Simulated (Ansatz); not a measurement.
# A failed many-body run on GaN (P6_3mc)

Aim: the G0W0 gap of GaN (P6_3mc). The first input has a fault.

Program: Ansatz 0.2.0. Level of theory: G0W0 on PBE, plane waves, PAW. Results are calculated unless marked as measured.

The database entry behind the starting cell has ideal inner coordinates that were not refined, so it need not match the best structure at ambient conditions.

### Step 1. The structure

The structure is hexagonal, space group P6_3mc (No. 186). Conventional cell: a = 3.190 Å, b = 3.190 Å, c = 5.189 Å, α = 90.00°, β = 90.00°, γ = 120.00°. Ga has 4 N at 1.95 Å nearest. Nearest to N lie 4 Ga at 1.95 Å. Farther neighbours and most contacts between anions are not listed.

The cell and positions come from the Crystallography Open Database and are kept as given unless a step says otherwise. The default PAW set here is soft_1. Its files were made with PBE.

### Step 2. First try

Input file input.yaml:

```yaml
crystal:
  lattice:
    - [3.19, 0.0, 0.0]
    - [-1.595, 2.7626210381, 0.0]
    - [0.0, 0.0, 5.189]
  atoms:
    - { symbol: Ga, position: [0.6666666667, 0.3333333333, 0.0] }
    - { symbol: Ga, position: [0.3333333333, 0.6666666667, 0.5] }
    - { symbol: "N", position: [0.6666666667, 0.3333333333, 0.375] }
    - { symbol: "N", position: [0.3333333333, 0.6666666667, 0.875] }
kpoints:
  mp_grid: { grid: [6, 6, 2] }
hamiltonian:
  xc: pbe
  pseudopotentials: { kind: paw, azcp: { folder: "./paw" } }
scf:
  occupations: { method: fixed }
gw:
  n_empty_bands: 74
  ecut_chi: 10
  qp_bands: [v2, c2]
  qp_kpoints: band_edges
  screening: { model: contour_deformation }
```

Launch:

```
> ansatz run input.yaml --threads 3 --pin off --max-ram 92160MiB --backend cuda --events-out ev --progress --plain --runs-dir out --devices 1 --max-vram 13GiB
```

Numbers of over 12 decimals in the logs are rounded to 6 here.

Output:

```text
GPUs: using 1 of 1 available (devices: 1).
Engine: ansatz 0.2.0, x86_64-unknown-linux-gnu
Pseudopotentials: kind: paw
Pseudopotential: Ga, paw, valence charge 13, recommended cutoff 420 eV (normal), <dir>
Pseudopotential: N, paw, valence charge 5, recommended cutoff 420 eV (normal), <dir>
Functional definition: PBE
  parameter kappa = 0.804
  parameter beta = 0.066725
  exchange = pbe_x(kappa = kappa, mu = beta*pi^2/3)
  correlation = pbe_c(beta = beta)
device memory: the entry about to start is reckoned to put 0.6 GiB on a device that reports 62.5 GiB free (of which the cap on the GPU budget leaves the run 13.0 GiB)
GPU FFT provider: cuFFT
GPU libraries: cuBLAS 13.8.2, cuFFT 12.4.0, cuSOLVER 12.3.4
Crystal: 4 atoms, lattice volume = 45.729 Å³
Basis set: ecut = 420 eV, 917 PW (Γ)
Bands: 22, of which v1, the nominal top of the filled ones, is band 18 counted from 1 (17 counted from 0)
Symmetry: 12 space group operations
Space group: P63mc (ITA 186), of the structure as read, at distance tolerance 3.6e-5 Å
k-points: 14 of 72
Non-local potential: Ga, projectors of the file, l = 0: 2, l = 1: 2, l = 2: 3, l = 3: 1
Non-local potential: N, projectors of the file, l = 0: 2, l = 1: 2, l = 2: 1
PAW form: soft (Blöchl's): semilocal exchange-correlation on the pseudo side does not see the compensation charge
PAW one-centre angular grid: Ga, 590 points (default); XC on 64 Gauss nodes
PAW one-centre angular grid: N, 110 points (default); XC on 64 Gauss nodes
Initial density: superposition of atomic densities (chi_scale 0.1, normalization cell, long waves kept (reshape's long-wave potential 0.00 eV rms))
Initial wavefunctions: pseudopotential atomic-orbital guess
GPU buffer pool allocated for 20736 grid points (all kernels)
GPU transforms: local potential and band sums: pruned to the plane-wave sphere, on 24×24×36
Functional: x = pbe(κ = 0.804, μ = 0.219515), c = pbe(β = 0.066725)
SCF iter   1: F=—  HF=-8337.202396 eV  |F-HF|=—  |Δ(HF+E_count)|=         —  Δρ=1.13e-1  dr2=5.09e0  ethr=3.10e-3  ⟨swp⟩=4.0  Hψ=1117  notcnv=0  defer=5
preconditioner: auto → Resta (q_TF=auto, 2.622 Å⁻¹)  ε∞=4.8  [insulator: Δε(μ)=2.712 eV  Ē_g=16.854 eV  n_scr=22 (ndim 8)  ℏωp=32.9 eV  f_vac=0.000  ε∞_Penn≈4.8]
SCF iter   2: F=—  HF=-8335.918612 eV  |F-HF|=—  |Δ(HF+E_count)|=    1.28e0  Δρ=4.69e-2  dr2=5.38e-1  ethr=3.10e-3  ⟨swp⟩=2.0  Hψ=716  notcnv=0  defer=14
SCF iter   3: F=—  HF=-8335.833379 eV  |F-HF|=—  |Δ(HF+E_count)|=   8.52e-2  Δρ=1.84e-2  dr2=1.12e-1  ethr=1.50e-3  ⟨swp⟩=2.0  Hψ=449  notcnv=0  defer=27
SCF iter   4: F=—  HF=-8335.820403 eV  |F-HF|=—  |Δ(HF+E_count)|=   1.30e-2  Δρ=3.23e-3  dr2=5.89e-3  ethr=3.10e-4  ⟨swp⟩=3.0  Hψ=587  notcnv=0  defer=27
SCF iter   5: F=—  HF=-8335.819087 eV  |F-HF|=—  |Δ(HF+E_count)|=   1.32e-3  Δρ=2.80e-3  dr2=2.13e-3  ethr=1.64e-5  ⟨swp⟩=2.0  Hψ=587  notcnv=0  defer=27
SCF iter   6: F=—  HF=-8335.820488 eV  |F-HF|=—  |Δ(HF+E_count)|=   1.40e-3  Δρ=7.62e-4  dr2=2.06e-4  ethr=5.91e-6  ⟨swp⟩=2.9  Hψ=589  notcnv=0  defer=27
SCF iter   7: F=—  HF=-8335.820664 eV  |F-HF|=—  |Δ(HF+E_count)|=   1.76e-4  Δρ=1.30e-4  dr2=8.73e-6  ethr=5.72e-7  ⟨swp⟩=2.0  Hψ=570  notcnv=0  defer=25
SCF iter   8: F=—  HF=-8335.820674 eV  |F-HF|=—  |Δ(HF+E_count)|=   1.04e-5  Δρ=1.81e-5  dr2=1.23e-7  ethr=2.43e-8  ⟨swp⟩=2.0  Hψ=560  notcnv=0
SCF iter   9: F=-8335.820674 eV  HF=-8335.820674 eV  |F-HF|=3.02e-9  |Δ(HF+E_count)|=   1.96e-7  Δρ=2.62e-6  dr2=3.40e-9  ethr=2.78e-10  ⟨swp⟩=4.1  Hψ=983  notcnv=0
SCF 1 converged in 9 iterations: F = -8335.820674 eV  dr2 = 3.40e-9
[...]
device memory: the entry about to start is reckoned to put 0.6 GiB on a device that reports 63.6 GiB free (of which the cap on the GPU budget leaves the run 13.0 GiB)
NSCF: frozen V_eff on 14 k-points, pencils in batches of 32, up to order 88
[...]
device memory: the entry about to start is reckoned to put 1.9 GiB on a device that reports 68.0 GiB free (of which the cap on the GPU budget leaves the run 13.0 GiB)
NSCF: frozen V_eff on 14 k-points
G₀W₀ screening: q 1/14
[... further progress lines ...]
SCF converged after 9 iterations
Free energy (F): -8335.820674 eV
Harris-Foulkes:  -8335.820674 eV  (|F-HF|=3.02e-9)
Internal energy: -8335.820674 eV  (E = F + TS)
E sigma→0 (E₀):  -8335.820674 eV
Fermi energy:    9.678907 eV
--- Per-component energies (eV) ---
  E_band       = -10.882331
  E_kinetic    = 481.916153
  E_local      = -2834.643260  (includes V_loc(G=0)·N_el)
  E_nonlocal   = -109.329109
  E_hartree    = 1792.828359
  E_xc         = -244.706908
  E_vxc        = -261.983021  (∫ρ·V_xc dr)
  E_paw        = -4249.378871  (= ΣΔE_a)
  E_vpaw       = -872.502331  (= ΣTr[D̂ρ^β])
  E_aug_tail   = 0.001510  (compensation charges beyond the density's cutoff)
  E_ewald      = -3172.508547
  E_smearing   = -0.000000  (= −TS)
  E_closure    = 0.000000  (closes the sum)
  Σ components = -8335.820674   (vs F -8335.820674, Δ=0.00e0)
--- Band table (eV; the first three rows and the last of 14) ---
  k-point 0: bands = [... 14 lower, 8.6349, 9.6160, 9.6789, 9.6789, 11.5704, 13.9220, 18.8640, 19.5626]
  k-point 1: bands = [... 14 lower, 9.1437, 9.1437, 9.1437, 9.1437, 13.9053, 13.9053, 18.1605, 18.1605]
  k-point 2: bands = [... 14 lower, 7.9549, 8.1295, 9.3300, 9.4422, 13.0963, 15.1983, 17.8213, 18.5923]
  k-point 13: bands = [... 14 lower, 5.5082, 5.5082, 8.1876, 8.1876, 16.0951, 16.0951, 16.9770, 16.9770]
--- G₀W₀: contour deformation, 6 samples at zero and on the imaginary axis and 1 off it, 72 q-points, 74 empty bands' worth ---
  eigenvalues of the whole cell's RPA ε∞ on this k-mesh (on a slab, of 1 + 4πα/V) = 6.8593, 6.8593, 6.9424; static W/v taken at q = 0 is 0.144810
  bands read: the sum over 92 bands ends inside a degenerate multiplet in 2 slots, whose members it reads at an even weight; the widest, k=1: bands 91 to 94 (counted from 1) at 2/4 each
  gw.qp_kpoints: band_edges: 11 of 14 stored k-points solved, in 1 pass; an edge of the gap read off the rows below is read off those points alone
    valence top: of the k-points left out ik 8 came nearest to being solved in a further pass, in band 18 (counted from 1, as in the quasiparticle table): it holds the edge there only if its correction is more favourable than any solved in that band by at least 0.922 eV; those differ by 0.262 eV
    conduction bottom: of the k-points left out ik 8 came nearest to being solved in a further pass, in band 19 (counted from 1, as in the quasiparticle table): it holds the edge there only if its correction is more favourable than any solved in that band by at least 2.684 eV; those differ by 0.718 eV
  `?` marks the rows in doubt; gw_qp.tsv's column doubts and the gw_qp event give each row's grounds
    ik  band        ε_KS         Σx   Σc(E_QP)       V_xc       Z   E_QP_lin       E_QP  E_QP is
     0    17      9.6789   -23.8131     3.0742   -20.2301  0.8287     9.1658     9.1701  root
     0    18      9.6789   -23.8131     3.0742   -20.2301  0.8287     9.1658     9.1701  root
     0    19     11.5704   -11.4702    -3.2163   -15.7692  0.8368    12.6775    12.6532  root
     0    20     13.9220   -10.2044    -3.6572   -15.2908  0.8360    15.4127    15.3513  root
     1    17      9.1437   -23.3665     3.2424   -19.5598  0.8259     8.5737     8.5793  root
     1    18      9.1437   -23.3665     3.2424   -19.5598  0.8259     8.5737     8.5793  root
     1    19     13.9053   -10.8781    -3.6401   -15.8900  0.8308    15.3308    15.2770  root
     1    20     13.9053   -10.8781    -3.6401   -15.8900  0.8308    15.3308    15.2770  root
     2    17      9.3300   -23.5168     3.2648   -19.7140  0.8254     8.7868     8.7920  root
     2    18      9.4422   -23.5878     3.1568   -19.9045  0.8272     8.9109     8.9156  root
     2    19     13.0963   -11.9465    -3.2827   -16.4416  0.8307    14.3436    14.3086  root
     2    20     15.1983   -10.4677    -3.8816   -15.9036  0.8290    16.8439    16.7527  root ?
     3    17      8.7514   -22.9629     3.3277   -19.0416  0.8234     8.1515     8.1579  root
     3    18      8.7514   -22.9629     3.3277   -19.0416  0.8234     8.1515     8.1579  root
     3    19     14.8078   -10.7651    -3.8640   -16.0487  0.8245    16.2913    16.2274  root
[...]
12    20     17.4607   -11.2814    -4.3829   -17.9134  0.8086    19.6557    19.7098  root
    13    17      8.1876   -22.3440     3.5110   -18.2410  0.8188     7.5889     7.5956  root
    13    18      8.1876   -22.3440     3.5110   -18.2410  0.8188     7.5889     7.5956  root
    13    19     16.0951    -9.4770    -4.0379   -14.9799  0.8272    17.6331    17.5600  root
    13    20     16.0951    -9.4770    -4.0379   -14.9799  0.8272    17.6331    17.5600  root
```

Run time: 19 s. Hardware: 1 × NVIDIA H100 80GB HBM3 (shared by 6 runs) with 3 threads of AMD EPYC 7R13 (Zen 3), shared host; peak memory 1 GiB; 6.1 s of CPU time.

Q: What is the fault?

The run ended normally, though the input holds a fault or crude settings.

The fault: screening cutoff of 10 eV. Nearly all local fields and short-range correlation are left out.

It printed a gap of 3.48 eV, which is an artefact of the settings.

### Step 3. A better input

G0W0 replaces the xc potential by the self-energy, built once from these orbitals. Only a window of levels is corrected, while the sums run over the empty bands that the input names.

Changes to input.yaml since step 2:

```diff
@@ -11,3 +11,3 @@
 kpoints:
-  mp_grid: { grid: [6, 6, 2] }
+  mp_grid: { grid: [6, 6, 4] }
 hamiltonian:
@@ -18,4 +18,4 @@
 gw:
-  n_empty_bands: 74
-  ecut_chi: 10
+  n_empty_bands: 136
+  ecut_chi: 120
   qp_bands: [v2, c2]
```

Output:

```text
GPUs: using 1 of 1 available (devices: 1).
[...]
GPU FFT provider: cuFFT
GPU libraries: cuBLAS 13.8.2, cuFFT 12.4.0, cuSOLVER 12.3.4
Crystal: 4 atoms, lattice volume = 45.729 Å³
Basis set: ecut = 420 eV, 917 PW (Γ)
Bands: 22, of which v1, the nominal top of the filled ones, is band 18 counted from 1 (17 counted from 0)
Symmetry: 12 space group operations
[...]
k-points: 21 of 144 (time reversal used)
[...]
GPU buffer pool allocated for 20736 grid points (all kernels)
[...]
SCF iter   1: F=—  HF=-8337.203660 eV  |F-HF|=—  |Δ(HF+E_count)|=         —  Δρ=1.13e-1  dr2=5.09e0  ethr=3.10e-3  ⟨swp⟩=4.0  Hψ=1676  notcnv=0  defer=6
[...]
SCF iter   9: F=-8335.821065 eV  HF=-8335.821065 eV  |F-HF|=3.07e-9  |Δ(HF+E_count)|=   1.97e-7  Δρ=2.62e-6  dr2=3.38e-9  ethr=2.78e-10  ⟨swp⟩=4.1  Hψ=1511  notcnv=0
SCF 1 converged in 9 iterations: F = -8335.821065 eV  dr2 = 3.38e-9
[...]
0    17      9.6804   -23.8574     3.1132   -20.2303  0.7706     9.1628     9.1665  root
     0    18      9.6804   -23.8574     3.1132   -20.2303  0.7706     9.1628     9.1665  root
     0    19     11.5708   -11.5392    -3.6230   -15.7696  0.8050    12.1822    12.1782  root
     0    20     13.9224   -10.1834    -4.3919   -15.2907  0.8105    14.6448    14.6379  root
     1    17      9.5208   -23.7219     3.1573   -20.0301  0.7702     8.9823     8.9863  root
     1    18      9.5208   -23.7219     3.1573   -20.0301  0.7702     8.9823     8.9863  root
     1    19     12.7681   -12.2078    -3.6156   -16.4935  0.7958    13.4437    13.4382  root
     1    20     14.0264   -10.1639    -4.4148   -15.3102  0.8074    14.7652    14.7578  root
[...]
20    17      8.1880   -22.2764     3.3903   -18.2403  0.7653     7.5354     7.5422  root
    20    18      8.1880   -22.2764     3.3903   -18.2403  0.7653     7.5354     7.5422  root
    20    19     16.0948    -9.5392    -4.7383   -14.9797  0.8052    16.8050    16.7970  root
    20    20     16.0948    -9.5392    -4.7383   -14.9797  0.8052    16.8050    16.7970  root
[key lines of the parts left out:]
SCF converged after 9 iterations
Free energy (F): -8335.821065 eV
Fermi energy:    9.680356 eV
```

Run time: 22 s. Hardware: 1 × NVIDIA H100 80GB HBM3 (shared by 6 runs) with 3 threads; peak memory 1.2 GiB.

This step gave:

```
bands summed                                 : 154
RPA ε∞ on this mesh (eigenvalues)            : 5.991, 6.035, 6.035
plane waves in the screening matrix          : 135
q-points in the mesh                         : 144
G0W0 gap on the mesh                         : 3.012 eV
k of the valence top                         : 0, 0, 0
k of the conduction bottom                   : 0, 0, 0
starting gap on the mesh                     : 1.890 eV
Z at the valence top                         : 0.7706
Z at the conduction bottom                   : 0.8050
least direct G0W0 gap on the computed points : 3.012 eV
```

The gap on the mesh goes from 1.89 eV to 3.01 eV, a correction of +1.12 eV. Between the two edge states, bare exchange in place of the xc potential would open the gap by 7.86 eV, and correlation takes back 6.74 eV.

### Step 4. Outcome

* first try: converged after 19 s
* better run: G0W0 gap on the mesh 3.01 eV (6×6×4 mesh, 136 empty bands, screening to 120 eV)

The second run differs in: mesh, empty bands and screening cutoff (eV). Bands and cutoff are finite, so the gap is not at the basis limit. The miss can reach some tenths of an eV and take either sign; the mesh is an error of its own. The many-body steps are scalar-relativistic: spin-orbit coupling is not in them.

[Paths, hosts, dates, memory and timing lines, banners, echoed tables and standing remarks are left out of the program output.]

[Logs are printed without paths, hosts, clocks, repeated set-up lines and the standing remarks that a program may print on its own settings, such as how far it seeks lower states.]

[Runs of the session that timed out or met a known fault of the program may be left out.]

[Cells called generated may have been cut or substituted from an entry of the Crystallography Open Database or the Materials Project.]

[Hosts, paths, dates, database ids (printed as entryN), source tags and the programs' standing remarks are cut or masked in the printed files.]
